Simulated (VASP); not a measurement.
# NaI in VASP 6.6.1, single-point calculation

INCAR

```
LASPH = .TRUE.
LREAL = .FALSE.
IBRION = -1
ISIF = 2
GGA = PE
NBANDS = 14
ISMEAR = -1
EDIFF = 1E-5
SIGMA = 0.02
NELM = 120
NSW = 0
PREC = Accurate
IVDW = 12
ENCUT = 520
LCHARG = .FALSE.
LWAVE = .FALSE.
```

KPOINTS

```
KPOINTS created by Atomic Simulation Environment
0
Gamma
6 6 6
0 0 0
```

POSCAR

```
Na I
 1.0000000000000000
     4.0267987335999997    0.0000000000000000    0.0000000000000000
     0.0000000000000000    4.0405365579000003    0.0000000000000000
     0.0000000000000000    0.0000000000000000    4.0405365579000003
 Na  I
   1   1
Cartesian
  0.0000000000000000  0.0000000000000000  0.0000000000000000
  2.0133993667999999  2.0202682789500006  2.0202682789500006
```

The recommended PBE PAW datasets give the neutral cell 14 valence electrons.

Command

```
mpirun -np 1 vasp_std
```

**Question.** How does this run end, and what does it give?

**Answer.** It converged. Results: gap between bands v and c on the k mesh 2.29 eV; least direct gap on the k mesh 2.76 eV; pressure -0.9 GPa. Band v is the last that the valence electrons fill when counted band by band, and c is the next.

OSZICAR

```
N       E                     dE             d eps       ncg     rms          rms(c)
DAV:   1     0.856026550899E+02    0.85603E+02   -0.66989E+03  1120   0.922E+02
DAV:   2     0.156276026227E+01   -0.84040E+02   -0.78289E+02  1194   0.222E+02
DAV:   3    -0.504121555416E+01   -0.66040E+01   -0.65627E+01  1462   0.604E+01
DAV:   4    -0.519592486494E+01   -0.15471E+00   -0.15466E+00  1330   0.953E+00
DAV:   5    -0.520035667335E+01   -0.44318E-02   -0.44317E-02  1542   0.161E+00    0.196E+00
DAV:   6    -0.509855862261E+01    0.10180E+00   -0.90814E-02  1338   0.180E+00    0.130E+00
DAV:   7    -0.507175872846E+01    0.26800E-01   -0.89551E-02  1392   0.158E+00    0.632E-01
DAV:   8    -0.507220957192E+01   -0.45084E-03   -0.59490E-03  1210   0.623E-01    0.875E-02
DAV:   9    -0.507216087343E+01    0.48698E-04   -0.16559E-04  1438   0.130E-01    0.354E-02
DAV:  10    -0.507218260581E+01   -0.21732E-04   -0.56167E-05  1276   0.688E-02    0.873E-03
DAV:  11    -0.507218274306E+01   -0.13725E-06   -0.66026E-06  1284   0.264E-02
   1 F= -.55943425E+01 E0= -.55943425E+01  d E =-.134983E-11
```

For comparison, a separate PBE run of the intended cell, on usual settings and not on those above, gives a gap of 2.29 eV on its mesh and a pressure of 0.4 GPa.
